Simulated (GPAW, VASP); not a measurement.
This is a calculation of MnO for VASP 6.6.1. 

The input INCAR:

```
SYSTEM = MnO
PREC = Accurate
ENCUT = 520
EDIFF = 1E-6
ISMEAR = -1
SIGMA = 0.05
LREAL = .False.
LASPH = .True.
NELM = 150
ALGO = Normal
ISIF = 2
LWAVE = .False.
LCHARG = .False.
ISPIN = 2
MAGMOM = 4 0
LORBIT = 11
LMAXMIX = 4
LDAU = .True.
LDAUTYPE = 2
LDAUL = 2 -1
LDAUU = 5 0
LDAUJ = 0 0
LDAUPRINT = 1
METAGGA = R2SCAN
LMIXTAU = .True.
```

The input KPOINTS:

```
regular mesh
0
Gamma
  7 7 7
  0 0 0
```

The input POSCAR:

```
MnO
1.0
    0.0000000000      2.2220003300      2.2220003300
    2.2220003300      0.0000000000      2.2220003300
    2.2220003300      2.2220003300      0.0000000000
Mn O
1 1
Direct
    0.0000000000      0.0000000000      0.0000000000
    0.5000000000      0.5000000000      0.5000000000
```

Potentials or basis: VASP PAW PBE potentials, release 64 (Mn_pv, O).

Launch:

```bash
$ cat potpaw_PBE.64/Mn_pv/POTCAR potpaw_PBE.64/O/POTCAR > POTCAR
$ mpirun -np 1 vasp_std > vasp.out
```

Problem. Translate it to GPAW 26.7.0 (ASE script). Potentials or basis there: GPAW PAW data sets (gpaw-data 1.2.1), cutoff 800 eV.

Solution. As run (cutoffs and basis follow the program's own potentials, and thresholds, step limits or extra output files can differ):

The input run.py:

```python
from ase.dft.bandgap import bandgap
from ase.io import read, write
from ase.units import Bohr, GPa
from gpaw import GPAW, PW
from gpaw.elf import elf_from_dft_calculation

atoms = read('POSCAR')
atoms.set_initial_magnetic_moments([4.0, 0.0])

calc = GPAW(mode=PW(800),
            xc='MGGA_X_R2SCAN+MGGA_C_R2SCAN',
            kpts={'size': (7, 7, 7), 'gamma': True},
            occupations={'name': 'fermi-dirac', 'width': 0.05},
            setups={'Mn': ':d,5.0'},
            nbands=21,
            convergence={'density': 1e-05, 'energy': 1e-05},
            maxiter=150,
            txt='gpaw.txt')
atoms.calc = calc
energy = atoms.get_potential_energy()
forces = atoms.get_forces()
stress = atoms.get_stress()
calc.write('gs.gpw')
write('result.traj', atoms)
print(f'Energy: {energy:.6f} eV')
print('Forces (eV/A):')
print(forces.round(4))
print('Stress (GPa):', (stress / GPa).round(3))
print('Moments:', calc.get_magnetic_moments().round(3))
print('Fermi level:', round(calc.get_fermi_level(), 4), 'eV')
print(f'Gap: {bandgap(calc)[0]:.4f} eV, direct: {bandgap(calc, direct=True)[0]:.4f} eV')

# fields on the real-space grid
write('density.cube', atoms, data=calc.get_pseudo_density() * Bohr**3)
write('potential.cube', atoms, data=calc.get_electrostatic_potential())
write('spin.cube', atoms, data=(calc.get_pseudo_density(spin=0) - calc.get_pseudo_density(spin=1)) * Bohr**3)
write('elf.cube', atoms, data=elf_from_dft_calculation(calc).data)
```

Contents of POSCAR:

```
MnO
1.0
    0.0000000000      2.2220003300      2.2220003300
    2.2220003300      0.0000000000      2.2220003300
    2.2220003300      2.2220003300      0.0000000000
Mn O
1 1
Direct
    0.0000000000      0.0000000000      0.0000000000
    0.5000000000      0.5000000000      0.5000000000
```

Potentials or basis: GPAW PAW data sets (gpaw-data 1.2.1), pw.

Run with:

```bash
$ OMP_NUM_THREADS=1 python run.py
```

Both were run:

|  | VASP | GPAW |
| --- | --- | --- |
| Pressure | 4.3 GPa | 7.5 GPa |
| Net moment | 5.00 μB per cell | 5.00 μB per cell |

The potentials hold 19 and 21 valence electrons a cell.

VASP's potentials were made for PBE. GPAW's potentials were made for PBE.

The magnetic state is the one that the start led to; the real crystal's order can differ.

The two runs disagree by more than potentials and bases usually give (in gap, levels, pressure or energy); the cause wasn't traced.

How U acts hangs on each program's projectors.

Pressure is positive in compression.
